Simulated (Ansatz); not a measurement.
# BN: a line through a two-coordinate scan

How does the energy of BN (Fmm2, No. 42; 2 atoms in the cell) vary with strain +e along z and -e/2 along x and y, at strain +e along x and -e along y = −7.3 %?

Method: DFT PBE+D3(BJ), scalar-relativistic, plane waves, PAW, in Ansatz 0.2.0.

17 further runs of the same task are left out: 17 set aside as unsound or not needed.

## Step 1: The system as given

It takes space group Fmm2 (No. 42, orthorhombic). Conventional cell: a = 2.507 Å, b = 6.676 Å, c = 4.337 Å, α = 90.00°, β = 90.00°, γ = 90.00°. Around B (site symmetry mm2) lie 3 N at 1.45 Å. N (site symmetry mm2) has 3 B at 1.45 Å as nearest neighbours.

Structure file:

```cif
data_structure
_symmetry_space_group_name_H-M 'Fmm2'
_symmetry_Int_Tables_number 42
_cell_length_a 2.5072
_cell_length_b 6.6758
_cell_length_c 4.3368
_cell_angle_alpha 90.000
_cell_angle_beta 90.000
_cell_angle_gamma 90.000
_cell_volume 72.59
loop_
_atom_site_label
_atom_site_type_symbol
_atom_site_symmetry_multiplicity
_atom_site_Wyckoff_symbol
_atom_site_fract_x
_atom_site_fract_y
_atom_site_fract_z
_atom_site_occupancy
B1 B 4 a 0.50000 0.00000 0.50010 1
N1 N 4 a 0.50000 0.00000 0.16660 1
```

It goes back to an entry of the Materials Project, which need not be the stable form.

It is the result of an earlier relaxation at this level (volume 9.07 Å³/atom; gap on the mesh: 3.66 eV).

## Step 2: The scan

The energy is mapped over two homogeneous strains (x along [1 0 0], y along [0 1 0], z along [0 0 1] of the conventional cell).

The axes are (1) strain +e along x and -e along y: 7 values from −11.0 %; (2) strain +e along z and -e/2 along x and y: 7 values from −15 to 15 %.

Relaxed at each point: the atoms inside the fixed cell. Energies count from the relaxed crystal. Points are written as (first, second).

## Step 3: Point (−7.3 %, −15 %)

File input.yaml:

```yaml
crystal:
  lattice:
    - [0.0, 3.8328981975, 1.8431309488]
    - [1.255706591, 0.0, 1.8431309488]
    - [1.255706591, 3.8328981975, 0.0]
  atoms:
    - { symbol: B, position: [0.0001022582, 0.0001022582, 0.9998977418] }
    - { symbol: "N", position: [0.6665977318, 0.6665977318, 0.3334022682] }
basis:
  ecutwfc: 520.0
kpoints:
  mp_grid: { grid: [12, 12, 12] }
hamiltonian:
  xc: pbe
  pseudopotentials: { kind: paw, azcp: { folder: soft_1 } }
  dispersion: d3bj
scf:
  occupations: { method: gaussian, width: 0.05 }
output:
  forces: true
  stress: true
  eigenvalues: true
relax:
  adjacent_minimum: "off"
  f_tol: 0.01
  max_steps: 30
```

The run is started by

```sh
$ ansatz run input.yaml --threads 1 --pin off --max-ram 2048MiB --backend cpu --events-out ev --progress --plain --runs-dir out
```

Further runs follow: the other points of the line.

**Question.** What will these runs give? Wanted: for each run, strain +e along z and -e/2 along x and y; energy; slope; pressure.

The runs gave:

```
strain +e along z and -e/2 along x and y (%)  step  energy (meV/atom)  slope (meV/atom per %)  pressure (GPa)  band gap on the k-mesh (eV)
                                         −15     3                711                     −87            68.9                         3.94
                                         −10     4                359                     −54            55.0                         4.44
                                          −5     –                176                     −20            41.2                         4.33
                                           0     5                155                      11            30.0                         3.60
                                           5     –                285                      40            21.9                         2.92
                                          10     6                555                      67            17.8                         1.75
                                          15     7                952                      90            17.8                         0.66
```

Energies count from the relaxed crystal. Rows without a step come from runs not printed here or follow by symmetry. Slopes come from the forces (and the stress, where the cell changes), not from differences of energies.

Along the line the energy is lowest at 0 %, 155 meV/atom from the zero. The highest point computed, at 15 %, lies 797 meV/atom above the lowest. This is one cut through a surface in two coordinates; the map's lowest point lies off it. The gap on the mesh closes on part of the grid.

These are semilocal Kohn-Sham gaps, which aren't the measured quantity. Such gaps usually fall short of the measured ones.
